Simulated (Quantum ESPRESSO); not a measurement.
# Ag (P-1) in Quantum ESPRESSO: reference runs

How does Ag come out in PBE? The cell is run as given.

All numbers are computed with Quantum ESPRESSO 7.5; they aren't measurements. Logs are shortened: lines on timing, memory, paths and dates and some standing lists are left out, and cuts for length are marked.

**1. The structure**

The typed cell holds 2 atoms: a = 2.924 Å, b = 2.942 Å, c = 4.790 Å, α = 90.09°, β = 90.81°, γ = 120.20°.

This isn't the form of Ag at room conditions, which is fcc.

**2. Single point, PBE**

pw.in reads:

```
&CONTROL
  calculation = 'scf'
  prefix = 'pwscf'
  outdir = './tmp'
  pseudo_dir = './pseudo'
  tprnfor = .true.
  tstress = .true.
  disk_io = 'nowf'
/
&SYSTEM
  ibrav = 0
  nat = 2
  ntyp = 1
  ecutwfc = 60
  nbnd = 27
  occupations = 'smearing'
  smearing = 'fd'
  degauss = 0.00367493
/
&ELECTRONS
  conv_thr = 4d-10
  electron_maxstep = 120
  mixing_beta = 0.5
/
ATOMIC_SPECIES
Ag   107.8682 Ag_ONCV_PBE-1.0.oncvpsp.upf
CELL_PARAMETERS angstrom
   2.9242437700   -0.0102428700   -0.0206379500
  -1.4709924700    2.5475187200   -0.0023265500
  -0.0337392000   -0.0238712200    4.7900733600
ATOMIC_POSITIONS crystal
Ag     0.3415149100    0.6699488000    0.2509923700
Ag     0.6584850900    0.3300512000    0.7490076300
K_POINTS automatic
10 10 6 0 0 0
```

Potentials or basis: SSSP 1.3 efficiency PBE.

The run is started by

```console
OMP_NUM_THREADS=1 pw.x -in pw.in > pw.out
```

pw.out:

```text
This program is part of the open-source Quantum ESPRESSO suite
     for quantum simulation of materials; please cite
         "P. Giannozzi et al., J. Phys.:Condens. Matter 21 395502 (2009);
         "P. Giannozzi et al., J. Phys.:Condens. Matter 29 465901 (2017);
         "P. Giannozzi et al., J. Chem. Phys. 152 154105 (2020);
     in publications or presentations arising from this work. More details at

     Message from routine setup:
     using ibrav=0 with symmetry is DISCOURAGED, use correct ibrav instead

     G-vector sticks info
     --------------------
     sticks:   dense  smooth     PW     G-vecs:    dense   smooth      PW
     Sum         507     507    163                15129    15129    2875

     Using Slab Decomposition

     bravais-lattice index     =            0
     lattice parameter (alat)  =       5.5262  a.u.
     unit-cell volume          =     240.3023 (a.u.)^3
     number of atoms/cell      =            2
     number of atomic types    =            1
     number of electrons       =        38.00
     number of Kohn-Sham states=           27
     kinetic-energy cutoff     =      60.0000  Ry
     charge density cutoff     =     240.0000  Ry
     scf convergence threshold =      4.0E-10
     mixing beta               =       0.5000
     number of iterations used =            8  plain     mixing
     Exchange-correlation= PBE
                           (   1   4   3   4   0   0   0)

     celldm(1)=   5.526191  celldm(2)=   0.000000  celldm(3)=   0.000000
     celldm(4)=   0.000000  celldm(5)=   0.000000  celldm(6)=   0.000000

     crystal axes: (cart. coord. in units of alat)
               a(1) = (   0.999969  -0.003503  -0.007057 )
               a(2) = (  -0.503018   0.871145  -0.000796 )
               a(3) = (  -0.011537  -0.008163   1.638005 )

     reciprocal axes: (cart. coord. in units 2 pi/alat)
               b(1) = (  1.002128  0.578660  0.009942 )
               b(2) = (  0.004070  1.150270  0.005761 )
               b(3) = (  0.004320  0.003052  0.610545 )

     PseudoPot. # 1 for Ag read from file:
     Ag_ONCV_PBE-1.0.oncvpsp.upf
     Pseudo is Norm-conserving, Zval = 19.0
     Generated using ONCVPSP code by D. R. Hamann
     Using radial grid of 1398 points,  6 beta functions with:
                l(1) =   0
                l(2) =   0
                l(3) =   1
                l(4) =   1
                l(5) =   2
                l(6) =   2

     atomic species   valence    mass     pseudopotential
     Ag               19.00   107.86820     Ag( 1.00)

      2 Sym. Ops., with inversion, found

   Cartesian axes

     site n.     atom                  positions (alat units)
         1        Ag     tau(   1) = (   0.0016123   0.5803773   0.4081835  )
         2        Ag     tau(   2) = (   0.4838014   0.2791018   1.2219682  )

     number of k points=   304  Fermi-Dirac smearing, width (Ry)=  0.0037

     Number of k-points >= 100: set verbosity='high' to print them.

     Dense  grid:    15129 G-vectors     FFT dimensions: (  27,  27,  45)

     Initial potential from superposition of free atoms

     starting charge      37.9994, renormalised to      38.0000
     Starting wfcs are   20 randomized atomic wfcs +    7 random wfcs

     Self-consistent Calculation

     iteration #  1     ecut=    60.00 Ry     beta= 0.50
     Davidson diagonalization with overlap
     ethr =  1.00E-02,  avg # of iterations =  3.5

     Threshold (ethr) on eigenvalues was too large:
     Diagonalizing with lowered threshold

     Davidson diagonalization with overlap
     ethr =  1.53E-04,  avg # of iterations =  2.0

     total energy              =    -574.64353816 Ry
     estimated scf accuracy    <       0.05682429 Ry

     iteration #  2     ecut=    60.00 Ry     beta= 0.50
     Davidson diagonalization with overlap
     ethr =  1.50E-04,  avg # of iterations =  2.1

     total energy              =    -574.65697273 Ry
     estimated scf accuracy    <       0.00404702 Ry

     iteration #  3     ecut=    60.00 Ry     beta= 0.50
     Davidson diagonalization with overlap
     ethr =  1.07E-05,  avg # of iterations =  3.6

     total energy              =    -574.65738076 Ry
     estimated scf accuracy    <       0.00038849 Ry

     iteration #  4     ecut=    60.00 Ry     beta= 0.50
     Davidson diagonalization with overlap
     ethr =  1.02E-06,  avg # of iterations =  2.6

     total energy              =    -574.65746125 Ry
     estimated scf accuracy    <       0.00002188 Ry

     iteration #  5     ecut=    60.00 Ry     beta= 0.50
     Davidson diagonalization with overlap
     ethr =  5.76E-08,  avg # of iterations =  1.1

     total energy              =    -574.65746085 Ry
     estimated scf accuracy    <       0.00000333 Ry

     iteration #  6     ecut=    60.00 Ry     beta= 0.50
     Davidson diagonalization with overlap
     ethr =  8.75E-09,  avg # of iterations =  2.0

     total energy              =    -574.65746177 Ry
     estimated scf accuracy    <       0.00000133 Ry

     iteration #  7     ecut=    60.00 Ry     beta= 0.50
     Davidson diagonalization with overlap
     ethr =  3.49E-09,  avg # of iterations =  2.0

     total energy              =    -574.65746196 Ry
     estimated scf accuracy    <          7.8E-09 Ry

     iteration #  8     ecut=    60.00 Ry     beta= 0.50
     Davidson diagonalization with overlap
     ethr =  2.04E-11,  avg # of iterations =  2.0

     total energy              =    -574.65746196 Ry
     estimated scf accuracy    <          2.7E-09 Ry

     iteration #  9     ecut=    60.00 Ry     beta= 0.50
     Davidson diagonalization with overlap
     ethr =  7.12E-12,  avg # of iterations =  2.0

     End of self-consistent calculation

     Number of k-points >= 100: set verbosity='high' to print the bands.

     the Fermi energy is    16.9914 ev

!    total energy              =    -574.65746196 Ry
     estimated scf accuracy    <          1.4E-10 Ry
     smearing contrib. (-TS)   =      -0.00038220 Ry
     internal energy E=F+TS    =    -574.65707976 Ry

     The total energy is F=E-TS. E is the sum of the following terms:
     one-electron contribution =    -231.27503538 Ry
     hartree contribution      =     133.39176496 Ry
     xc contribution           =     -54.19816728 Ry
     ewald contribution        =    -422.57564205 Ry

     convergence has been achieved in   9 iterations

     Forces acting on atoms (cartesian axes, Ry/au):

     atom    1 type  1   force =    -0.00087302   -0.00032388   -0.00209113
     atom    2 type  1   force =     0.00087302    0.00032388    0.00209113

     Total force =     0.003237     Total SCF correction =     0.000002

     Computing stress (Cartesian axis) and pressure

          total   stress  (Ry/bohr**3)                   (kbar)     P=        4.60
   0.00004517  -0.00000254   0.00002785            6.64       -0.37        4.10
  -0.00000254   0.00004516   0.00001940           -0.37        6.64        2.85
   0.00002785   0.00001940   0.00000351            4.10        2.85        0.52

=------------------------------------------------------------------------------=
   JOB DONE.
=------------------------------------------------------------------------------=
```

Wall time 93 s (1 thread of AMD EPYC 9R45 (Zen 5), shared host); peak memory 0.28 GiB.

What came out:

- Free energy: -7818.6131 eV
- Pressure: 0.5 GPa
- Largest force: 0.059 eV/Å
- Band gap on the k mesh: none (metal or under the smearing width)

Forces in eV/Å, atoms in the order of the input:
```
Ag  -0.022 -0.008 -0.054
Ag   0.022  0.008  0.054
```

Levels at points of the mesh, in eV from the Fermi level:
```
              k point  band 17  band 18  band 19  band 20  band 21  band 22
   (0.00, 0.00, 0.00)    -3.96    -3.12    -3.04    -0.27     3.37    15.72
  (0.00, 0.00, -0.50)    -3.44    -3.38    -3.35    -3.32    10.79    10.90
  (0.00, -0.50, 0.00)    -2.91    -2.83     0.15     1.42     6.69     7.11
 (0.00, -0.50, -0.50)    -2.89    -2.87     0.75     0.85     4.26     4.45
  (-0.50, 0.00, 0.00)    -2.90    -2.83     0.11     1.59     6.56     7.03
 (-0.50, 0.00, -0.50)    -2.87    -2.86     0.84     1.04     4.23     4.51
 (-0.50, -0.50, 0.00)    -2.91    -2.82     0.16     1.40     6.73     7.11
(-0.50, -0.50, -0.50)    -2.89    -2.87     0.75     0.82     4.30     4.44
```
